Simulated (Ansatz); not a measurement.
# KF (Fm-3m) under strain

KF (started from an entry of an open crystallographic database), relaxed with r2SCAN in the plane-wave code Ansatz. It is cubic, Fm-3m (No. 225); a = 5.318 Å in the conventional setting, 18.80 Å³ an atom. K is surrounded by 6 F at 2.66 Å; F is surrounded by 6 K at 2.66 Å.

The axes x, y and z are those of this cell:
```
K F
1.0
     0.00000    2.65896    2.65896
     2.65896    0.00000    2.65896
     2.65896    2.65896    0.00000
K F
1 1
Direct
  0.00000 0.00000 0.00000
  0.50000 0.50000 0.50000
```

Unstrained: PBE gives a direct gap of 6.259 eV at Γ. With r2SCAN the gap is 6.908 eV and direct, at Γ. The HSE06 gap is direct at Γ: 8.263 eV. Meshes: PBE 8×8×8, r2SCAN 8×8×8, HSE06 6×6×6. Strains are changes of length per length. After each strain the atoms were relaxed again with r2SCAN within the symmetry that the strain leaves, so tilts or polar shifts that break it weren't tested; points keep the names that they have in the unstrained zone. The values are computed, spin-unpolarised, and not measurements.

Changes of the least gap in eV (an overlap counts as a negative gap):
```
                            strain  volume change (%)  space group     PBE  r2SCAN   HSE06  G0W0@PBE (mesh)  energy rise, r2SCAN (meV/atom)
biaxial +3.68 % in x and y, z held               +7.5       I4/mmm  -0.406  -0.413  -0.432            -0.40                            12.4
  isotropic +5.0 % on every length              +15.8        Fm-3m  -0.720  -0.726  -0.779            -0.72                            38.4
          uniaxial +0.71 % along x               +0.7       I4/mmm  -0.042  -0.042  -0.044            -0.04                             0.2
  isotropic +0.9 % on every length               +2.7        Fm-3m  -0.142  -0.143  -0.153            -0.14                             1.4
```
Unstrained, G0W0@PBE with 156 empty bands, a screening cutoff of 150 eV and a 4×4×4 mesh gives 9.70 eV on its mesh; the band count follows the volume. G0W0 here is at a finite number of bands, screening cutoff and k mesh, not at the basis limit.

Biaxial +3.68 % in x and y, z held. PBE: the gap goes from 6.259 to 5.853 eV (-0.406 eV); least and direct gap lie within 0.04 eV, so its kind isn't settled. HSE06: the gap goes from 8.263 to 7.831 eV (-0.432 eV); with r2SCAN the top three valence levels at Γ, degenerate before, become 1+2 from the top over 47 meV. Stress change with r2SCAN, compression positive: xx -2.57, yy -2.57, zz -0.97 GPa.

Isotropic +5.0 % on every length. HSE06: the gap goes from 8.263 to 7.484 eV (-0.779 eV). Stress change with r2SCAN, compression positive: xx -3.61, yy -3.61, zz -3.61 GPa. For HSE06, dE_g/d ln V = -5.3 eV over this step.

Uniaxial +0.71 % along x, other directions held. HSE06: the gap goes from 8.263 to 8.219 eV (-0.044 eV); with r2SCAN the top three valence levels at Γ, degenerate before, become 2+1 from the top over 11 meV. Stress change with r2SCAN, compression positive: xx -0.52, yy -0.10, zz -0.10 GPa.

Isotropic +0.9 % on every length. HSE06: the gap goes from 8.263 to 8.110 eV (-0.153 eV). Stress change with r2SCAN, compression positive: xx -0.89, yy -0.89, zz -0.89 GPa. For HSE06, dE_g/d ln V = -5.7 eV over this step.

The meshes of the hybrids are coarse, so their gaps aren't converged to the digits shown.

The splittings at Γ are without spin-orbit coupling, which regroups them where it is of like size.
